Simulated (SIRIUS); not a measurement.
# C (Fd-3m) in SIRIUS: further runs

Aim: see how the results for C move with the level of theory and the settings. Levels: PBE, PBEsol. Tasks: single point.

Everything below comes from runs of SIRIUS, more than one build. Logs are shortened: lines on timing, memory, paths and dates and some standing lists are left out, and cuts for length are marked. The log counts tension as positive stress, the text compression.

## Step 1: Starting point

It takes space group Fd-3m (No. 227, cubic). Conventional cell: a = 3.567 Å, b = 3.567 Å, c = 3.567 Å, α = 90.00°, β = 90.00°, γ = 90.00°. Around C (site symmetry -43m) lie 4 C at 1.54 Å.

This isn't the form of C at room conditions, which is graphite.

## Step 2: Single point, PBE

Contents of sirius.json:

```json
{
  "control": {
    "processing_unit": "cpu",
    "verbosity": 2,
    "num_bands_to_print": 10,
    "print_forces": true,
    "print_stress": true
  },
  "parameters": {
    "electronic_structure_method": "pseudopotential",
    "xc_functionals": ["XC_GGA_X_PBE", "XC_GGA_C_PBE"],
    "gk_cutoff": 9.1,
    "pw_cutoff": 18.2,
    "ngridk": [13, 13, 13],
    "shiftk": [0, 0, 0],
    "smearing": "fermi_dirac",
    "smearing_width": 0.0018374661,
    "num_bands": 10,
    "num_mag_dims": 0,
    "num_dft_iter": 100,
    "energy_tol": 1e-08,
    "density_tol": 1e-06
  },
  "iterative_solver": {
    "type": "davidson",
    "min_tolerance": 1e-10
  },
  "mixer": {
    "type": "anderson",
    "beta": 0.7,
    "max_history": 8
  },
  "settings": {
    "tol_ne": 1e-10
  },
  "unit_cell": {
    "lattice_vectors": [
      [0.0, 0.707106781187, 0.707106781187],
      [0.707106781187, 0.0, 0.707106781187],
      [0.707106781187, 0.707106781187, 0.0]
    ],
    "lattice_vectors_scale": 4.7660140852,
    "atom_coordinate_units": "lattice",
    "atom_types": ["C"],
    "atom_files": {
      "C": "C.json"
    },
    "atoms": {
      "C": [
        [0.75, 0.75, 0.75],
        [0.5, 0.5, 0.5]
      ]
    }
  }
}
```

Potentials or basis: PseudoDojo 0.4.1 PBE standard (scalar relativistic).

Run with:

```console
upf_to_json C.upf
OMP_NUM_THREADS=1 sirius.scf --input=sirius.json --output=out.json --task=0
```

The program printed:

```text
[info] SIRIUS version : 7.12.0
[info] number of MPI ranks           : 1
[info] MPI grid                      : 1 1
[info] maximum number of OMP threads : 1
[fft] FFT context for density and potential
[fft] =====================================
[fft]   comm size                             : 1
[fft]   plane wave cutoff                     : 18.2
[fft]   grid size                             : 30 30 30   total : 27000
[fft]   grid limits                           : -14 15   -14 15   -14 15
[fft]   number of G-vectors within the cutoff : 3900
[fft]   local number of G-vectors             : 3900
[fft]   number of G-shells                    : 242
[fft] FFT context for coarse grid
[fft] =====================================
[fft]   comm size                             : 1
[fft]   plane wave cutoff                     : 18.2
[fft]   grid size                             : 30 30 30   total : 27000
[fft]   grid limits                           : -14 15   -14 15   -14 15
[fft]   number of G-vectors within the cutoff : 3900
[fft]   local number of G-vectors             : 3900
[fft]   number of G-shells                    : 242
[unit cell] lattice vectors
[unit cell]   a1 :       0.0000000000      3.3700808789      3.3700808789
[unit cell]   a2 :       3.3700808789      0.0000000000      3.3700808789
[unit cell]   a3 :       3.3700808789      3.3700808789      0.0000000000
[unit cell] reciprocal lattice vectors
[unit cell]   b1 :      -0.9322009668      0.9322009668      0.9322009668
[unit cell]   b2 :       0.9322009668     -0.9322009668      0.9322009668
[unit cell]   b3 :       0.9322009668      0.9322009668     -0.9322009668
[unit cell] unit cell volume :        76.55101733 [a.u.^3]
[unit cell] 1/sqrt(omega)    :         0.11429429
[unit cell] MT volume        :         0.00000000 ( 0.00%)
[unit cell] IT volume        :        76.55101733 (100.00%)
[unit cell] number of atom types : 1
[unit cell] type id : 0 symbol :  C mt_radius :  12.470000 num_atoms : 2
[unit cell] total number of atoms : 2
[unit cell] number of symmetry classes : 1
[unit cell] number of PAW atoms : 0
[unit cell] atom id  type id  class id             position                      vector_field
[unit cell] ------------------------------------------------------------------------------------------
[unit cell]      0        0        0      0.75000   0.75000   0.75000      0.00000   0.00000   0.00000
[unit cell]      1        0        0      0.50000   0.50000   0.50000      0.00000   0.00000   0.00000
[unit cell] atom id         position (Cartesian, a.u.)
[unit cell] ---------------------------------------------
[unit cell]      0       5.055121    5.055121    5.055121
[unit cell]      1       3.370081    3.370081    3.370081
[unit cell] class id : 0 atom id : 0 1
[unit cell] minimum bond length:     2.918576
[unit cell] total number of pseudo wave-functions: 8
[sym] space group number   : 227
[sym] international symbol : Fd-3m
[sym] Hall symbol          : F 4d 2 3 -1d
[sym] space group transformation matrix :
[sym]   0.0000  0.5000  0.5000
[sym]   0.5000  0.0000  0.5000
[sym]   0.5000  0.5000  0.0000
[sym] space group origin shift :
[sym]   0.0000  0.0000  0.5000
[sym] number of space group operations  : 48
[sym] number of magnetic group operations : 48
[sym] metric tensor error: 0.0000e+00
[sym] rotation matrix error: 0.0000e+00
[sym] symmetry operations
[... list of symmetry operations ...]
[atom type] label          : C
[atom type] --------------------------------------------------------------------------------
[atom type] symbol         : C
[atom type] name           :
[atom type] zn             : 4
[atom type] mass           : 0
[atom type] mt_radius      : 12.47
[atom type] num_mt_points  : 1248
[atom type] grid_origin    : 0
[atom type] grid_name      : external
[atom type] number of core electrons    : 0
[atom type] number of valence electrons : 4
[atom type] total number of radial functions : 4
[atom type] lmax of radial functions         : 1
[atom type] max. number of radial functions  : 2
[atom type] total number of basis functions  : 8
[atom type] number of aw basis functions     : 8
[atom type] number of lo basis functions     : 0
[atom type] lmax_apw                         : -1
[atom type] lmax of beta-projectors          : 1
[atom type] number of ps wavefunctions       : 2
[atom type] charge augmentation              : false
[atom type] vloc is set                      : true
[atom type] ps_rho_core is set               : true
[... 143 lines left out ...]
[find] | SCF iteration   2 out of 100|
[diagonalize] iterative solver tolerance (occupied, empty): 0.0025 0.0025
[diagonalize] average number of iterations: 1.07143
[... levels, occupations and energy terms ...]
[find] Total energy                   :     -12.03786931 (Ha),     -24.07573862 (Ry)
[find] Free energy (E-TS)             :     -12.03786931 (Ha),     -24.07573862 (Ry)
[find] band gap (eV)                  :       4.18436573
[find] Efermi                         :       0.60346942
[find] iteration : 2, RMS (target) : 5.9719e-03 (1.0000e-06) , energy difference (target) : -2.0822e-04 (1.0000e-08)
[find] | SCF iteration   3 out of 100|
[diagonalize] iterative solver tolerance (occupied, empty): 0.00059719 0.00059719
[diagonalize] average number of iterations: 1.30952
[find] Total energy                   :     -12.03787821 (Ha),     -24.07575642 (Ry)
[find] Free energy (E-TS)             :     -12.03787821 (Ha),     -24.07575642 (Ry)
[find] band gap (eV)                  :       4.20095485
[find] Efermi                         :       0.60375370
[find] iteration : 3, RMS (target) : 6.0754e-04 (1.0000e-06) , energy difference (target) : -8.9044e-06 (1.0000e-08)
[find] | SCF iteration   4 out of 100|
[diagonalize] iterative solver tolerance (occupied, empty): 6.0754e-05 6.0754e-05
[diagonalize] average number of iterations: 3.09524
[find] Total energy                   :     -12.03787899 (Ha),     -24.07575798 (Ry)
[... 28 lines left out ...]
[find] | SCF iteration   8 out of 100|
[diagonalize] iterative solver tolerance (occupied, empty): 1.96045e-07 1.96045e-07
[diagonalize] average number of iterations: 1.19048
[find] Total energy                   :     -12.03787909 (Ha),     -24.07575818 (Ry)
[find] Free energy (E-TS)             :     -12.03787909 (Ha),     -24.07575818 (Ry)
[find] band gap (eV)                  :       4.19960491
[find] Efermi                         :       0.60375071
[find] iteration : 8, RMS (target) : 1.3350e-06 (1.0000e-06) , energy difference (target) : -2.3442e-10 (1.0000e-08)
[find] bands are converged : true
[find] iterative solver converged : false
[find] +------------------------------+
[find] | SCF iteration   9 out of 100|
[find] +------------------------------+
[diagonalize] iterative solver tolerance (occupied, empty): 9.80225e-08 9.80225e-08
[diagonalize] average number of iterations: 1.05952
[diagonalize] Lowest band energies
[diagonalize] ik:    0   -0.298780    0.490930    0.490930    0.490930    0.697623    0.697623    0.697623    0.980787    1.200051    1.506282
[diagonalize] ik:    1   -0.292762    0.451788    0.480668    0.480668    0.711037    0.711037    0.720726    0.985937    1.210170    1.402195
[diagonalize] ik:    2   -0.274768    0.368357    0.457494    0.457494    0.741472    0.741472    0.758495    1.000929    1.232715    1.343460
[diagonalize] ik:    3   -0.245009    0.272691    0.432358    0.432358    0.772327    0.772327    0.786627    1.022888    1.249937    1.320713
[diagonalize] ik:    4   -0.203982    0.177003    0.411100    0.411100    0.792798    0.792798    0.803678    1.045318    1.257930    1.337547
[diagonalize] ...
[diagonalize] ik:   79   -0.001577    0.073164    0.169927    0.252853    0.808778    0.901788    0.974337    0.991987    1.186948    1.337233
[diagonalize] ik:   80   -0.044176    0.112365    0.171770    0.276147    0.827476    0.862992    0.947612    1.033513    1.177915    1.329857
[diagonalize] ik:   81   -0.000255    0.077247    0.205084    0.219347    0.769615    0.792787    1.009958    1.058476    1.275226    1.309716
[diagonalize] ik:   82    0.032474    0.056614    0.168562    0.225894    0.791966    0.869145    0.986652    1.007562    1.242051    1.316467
[diagonalize] ik:   83    0.020871    0.074145    0.172765    0.208774    0.867858    0.870688    0.936468    0.984163    1.241755    1.305459
[find] Charges and magnetic moments
[find] --------------------------------------------------------------------------------
[find] total charge          : 8.000000
[find] Energy
[find] --------------------------------------------------------------------------------
[find] valence_eval_sum               :       1.28591319
[find] <rho|V^{XC}>                   :      -4.76973798
[find] <rho|E^{XC}>                   :      -4.34015593
[find] <mag|B^{XC}>                   :       0.00000000
[find] <rho|V^{H}>                    :       1.93206080
[find] one-electron contribution      :       4.12359037 (Ha),       8.24718073 (Ry)
[find] hartree contribution           :       0.96603040
[find] xc contribution                :      -4.34015593
[find] ewald contribution             :     -12.78734425
[find] PAW contribution               :       0.00000000
[find] smearing (-TS)                 :      -0.00000000
[find] SCF correction                 :       0.00000032
[find] Total energy                   :     -12.03787909 (Ha),     -24.07575818 (Ry)
[find] Free energy (E-TS)             :     -12.03787909 (Ha),     -24.07575818 (Ry)
[find] band gap (eV)                  :       4.19961098
[find] Efermi                         :       0.60375064
[find] iteration : 9, RMS (target) : 2.7054e-07 (1.0000e-06) , energy difference (target) : -2.9731e-11 (1.0000e-08)
[find] bands are converged : true
[find] iterative solver converged : false
[find] converged after 10 SCF iterations!
[find] Charges and magnetic moments
[find] --------------------------------------------------------------------------------
[find] total charge          : 8.000000
[find] Energy
[find] --------------------------------------------------------------------------------
[find] valence_eval_sum               :       1.28591319
[find] <rho|V^{XC}>                   :      -4.76973798
[find] <rho|E^{XC}>                   :      -4.34015593
[find] <mag|B^{XC}>                   :       0.00000000
[find] <rho|V^{H}>                    :       1.93206080
[find] one-electron contribution      :       4.12359037 (Ha),       8.24718073 (Ry)
[find] hartree contribution           :       0.96603040
[find] xc contribution                :      -4.34015593
[find] ewald contribution             :     -12.78734425
[find] PAW contribution               :       0.00000000
[find] smearing (-TS)                 :      -0.00000000
[find] SCF correction                 :       0.00000032
[find] Total energy                   :     -12.03787909 (Ha),     -24.07575818 (Ry)
[find] Free energy (E-TS)             :     -12.03787909 (Ha),     -24.07575818 (Ry)
[find] band gap (eV)                  :       4.19961098
[find] Efermi                         :       0.60375064
[ground_state] === stress tensor components [kbar] ===
[ground_state] === stress_kin ===
[ground_state] -21713.554871    0.000000    0.000000
[ground_state]     0.000000-21713.554871    0.000000
[ground_state]     0.000000    0.000000-21713.554871
[ground_state] === stress_har ===
[ground_state] -1237.588251    0.000000   -0.000000
[ground_state]     0.000000-1237.588251    0.000000
[ground_state]    -0.000000    0.000000-1237.588251
[ground_state] === stress_ewald ===
[ground_state] 16381.955481    0.000000    0.000000
[ground_state]     0.00000016381.955481    0.000000
[ground_state]     0.000000    0.00000016381.955481
[ground_state] === stress_vloc ===
[ground_state]  -321.647326    0.000000    0.000000
[ground_state]     0.000000 -321.647326    0.000000
[ground_state]     0.000000    0.000000 -321.647326
[ground_state] === stress_xc ===
[ground_state]  1766.137350    0.000000    0.000000
[ground_state]     0.000000 1766.137350    0.000000
[ground_state]     0.000000    0.000000 1766.137350
[ground_state] === stress_core ===
[ground_state]  3092.434385    0.000000    0.000000
[ground_state]     0.000000 3092.434385    0.000000
[ground_state]     0.000000    0.000000 3092.434385
[ground_state] === stress_nonloc ===
[ground_state]  2013.423482    0.000000    0.000000
[ground_state]     0.000000 2013.423482    0.000000
[ground_state]     0.000000    0.000000 2013.423482
[ground_state] === stress_us_nl ===
[ground_state]  2013.423482    0.000000    0.000000
[ground_state]     0.000000 2013.423482    0.000000
[ground_state]     0.000000    0.000000 2013.423482
[ground_state] === stress_total ===
[ground_state]   -18.839749    0.000000   -0.000000
[ground_state]     0.000000  -18.839749    0.000000
[ground_state]    -0.000000    0.000000  -18.839749
[ground_state] ==== total Forces in Ha/bohr =====
[ground_state] atom:    0, force:       0.0000000     -0.0000000      0.0000000
[ground_state] atom:    1, force:       0.0000000      0.0000000      0.0000000
[ground_state] ==== ultrasoft contribution from Qij =====
[ground_state] atom:    0, force:       0.0000000      0.0000000      0.0000000
[ground_state] atom:    1, force:       0.0000000      0.0000000      0.0000000
[ground_state] ==== non-local contribution from Beta-projector =====
[ground_state] atom:    0, force:       0.0000000      0.0000000      0.0000000
[ground_state] atom:    1, force:       0.0000000      0.0000000      0.0000000
[ground_state] ==== contribution from local potential =====
[ground_state] atom:    0, force:      -0.0000000     -0.0000000     -0.0000000
[ground_state] atom:    1, force:       0.0000000      0.0000000      0.0000000
[ground_state] ==== contribution from core density =====
[ground_state] atom:    0, force:       0.0000000      0.0000000      0.0000000
[ground_state] atom:    1, force:       0.0000000      0.0000000      0.0000000
[ground_state] ==== Ewald forces from ions =====
[ground_state] atom:    0, force:       0.0000000      0.0000000      0.0000000
[ground_state] atom:    1, force:       0.0000000      0.0000000      0.0000000
[~DFT_ground_state] local op. applied: 19313
[~DFT_ground_state] evp. work count: 8320.62
[~DFT_ground_state] number of iterative solver steps: 1653
```

Wall time 9.5 s (1 thread of Intel Xeon Platinum 8488C (Sapphire Rapids), shared host); peak memory 0.16 GiB.

What came out:

```yaml
Free_energy: -327.5674 eV
Pressure: 1.9 GPa
Band_gap_on_the_k_mesh: 4.20 eV
```

Caveat: an odd mesh through Γ misses points on the zone boundary, where band edges often lie.

## Step 3: Single point, PBE (atoms moved at random, drawn with an rms of 0.05 Å)

Edit sirius.json of step 2 so:

```diff
@@ -49,4 +49,4 @@
       "C": [
-        [0.75, 0.75, 0.75],
-        [0.5, 0.5, 0.5]
+        [0.747776, 0.753063, 0.754163],
+        [0.489281, 0.498603, 0.493599]
       ]
```

Potentials or basis: PseudoDojo 0.4.1 PBE standard (scalar relativistic).

Run with:

```console
upf_to_json C.upf
OMP_NUM_THREADS=1 sirius.scf --input=sirius.json --output=out.json --task=0
```

The program printed:

```text
[info] SIRIUS version : 7.12.0
[info] number of MPI ranks           : 1
[info] MPI grid                      : 1 1
[info] maximum number of OMP threads : 1
[fft] FFT context for density and potential
[fft] =====================================
[fft]   comm size                             : 1
[fft]   plane wave cutoff                     : 18.2
[fft]   grid size                             : 30 30 30   total : 27000
[fft]   grid limits                           : -14 15   -14 15   -14 15
[fft]   number of G-vectors within the cutoff : 3900
[fft]   local number of G-vectors             : 3900
[fft]   number of G-shells                    : 242
[fft] FFT context for coarse grid
[fft] =====================================
[fft]   comm size                             : 1
[fft]   plane wave cutoff                     : 18.2
[fft]   grid size                             : 30 30 30   total : 27000
[fft]   grid limits                           : -14 15   -14 15   -14 15
[fft]   number of G-vectors within the cutoff : 3900
[fft]   local number of G-vectors             : 3900
[fft]   number of G-shells                    : 242
[unit cell] lattice vectors
[unit cell]   a1 :       0.0000000000      3.3700808789      3.3700808789
[unit cell]   a2 :       3.3700808789      0.0000000000      3.3700808789
[unit cell]   a3 :       3.3700808789      3.3700808789      0.0000000000
[unit cell] reciprocal lattice vectors
[unit cell]   b1 :      -0.9322009668      0.9322009668      0.9322009668
[... 339 lines left out ...]
[ground_state] === stress_har ===
[ground_state] -1239.067553   90.341528  133.914285
[ground_state]    90.341528-1237.303559  105.141194
[ground_state]   133.914285  105.141194-1239.810969
[ground_state] === stress_ewald ===
[ground_state] 16374.419881  578.058419  862.810009
[ground_state]   578.05841916390.721986  674.992175
[ground_state]   862.810009  674.99217516367.544668
[ground_state] === stress_vloc ===
[ground_state]  -315.031865 -580.436512 -862.570029
[ground_state]  -580.436512 -330.251114 -676.336095
[ground_state]  -862.570029 -676.336095 -308.615640
[ground_state] === stress_xc ===
[ground_state]  1766.239947    2.891714    4.317319
[ground_state]     2.891714 1766.329573    3.376965
[ground_state]     4.317319    3.376965 1766.202168
[ground_state] === stress_core ===
[ground_state]  3092.767789   -2.244949   -3.423140
[ground_state]    -2.244949 3092.674134   -2.648840
[ground_state]    -3.423140   -2.648840 3092.807343
[ground_state] === stress_nonloc ===
[ground_state]  2013.770068   -3.920284   -6.505161
[ground_state]    -3.920284 2013.608652   -4.827283
[ground_state]    -6.505161   -4.827283 2013.838734
[ground_state] === stress_us_nl ===
[ground_state]  2013.770068   -3.920284   -6.505161
[ground_state]    -3.920284 2013.608652   -4.827283
[ground_state]    -6.505161   -4.827283 2013.838734
[ground_state] === stress_total ===
[ground_state]   -26.758198    3.618194   10.242135
[ground_state]     3.618194  -25.696436    6.050513
[ground_state]    10.242135    6.050513  -27.208426
[ground_state] ==== total Forces in Ha/bohr =====
[ground_state] atom:    0, force:      -0.0174928     -0.0230407     -0.0145472
[ground_state] atom:    1, force:       0.0174928      0.0230407      0.0145472
[ground_state] ==== ultrasoft contribution from Qij =====
[ground_state] atom:    0, force:       0.0000000      0.0000000      0.0000000
[ground_state] atom:    1, force:       0.0000000      0.0000000      0.0000000
[ground_state] ==== non-local contribution from Beta-projector =====
[ground_state] atom:    0, force:      -0.0115467     -0.0151222     -0.0096554
[ground_state] atom:    1, force:       0.0115467      0.0151222      0.0096554
[ground_state] ==== contribution from local potential =====
[ground_state] atom:    0, force:       0.0310887      0.0421062      0.0251208
[ground_state] atom:    1, force:      -0.0310887     -0.0421062     -0.0251208
[ground_state] ==== contribution from core density =====
[ground_state] atom:    0, force:       0.0007648      0.0010197      0.0006279
[ground_state] atom:    1, force:      -0.0007648     -0.0010197     -0.0006279
[ground_state] ==== Ewald forces from ions =====
[ground_state] atom:    0, force:      -0.0377995     -0.0510444     -0.0306404
[ground_state] atom:    1, force:       0.0377995      0.0510444      0.0306404
[~DFT_ground_state] local op. applied: 273279
[~DFT_ground_state] evp. work count: 116547
[~DFT_ground_state] number of iterative solver steps: 23525
```

It took 1.9 min on 1 thread of Intel Xeon Platinum 8488C (Sapphire Rapids), shared host; peak memory 1.3 GiB.

Results:

| Item | Value |
| --- | --- |
| Free energy | -327.5253 eV |
| Pressure | 2.7 GPa |
| Largest force | 1.665 eV/Å |
| Band gap on the k mesh | 3.29 eV |

Forces in eV/Å, atoms in the order of the input:
```
C   -0.900 -1.185 -0.748
C    0.900  1.185  0.748
```

Caveat: an odd mesh through Γ misses points on the zone boundary, where band edges often lie.

(Part 1 of 2 ends here.)
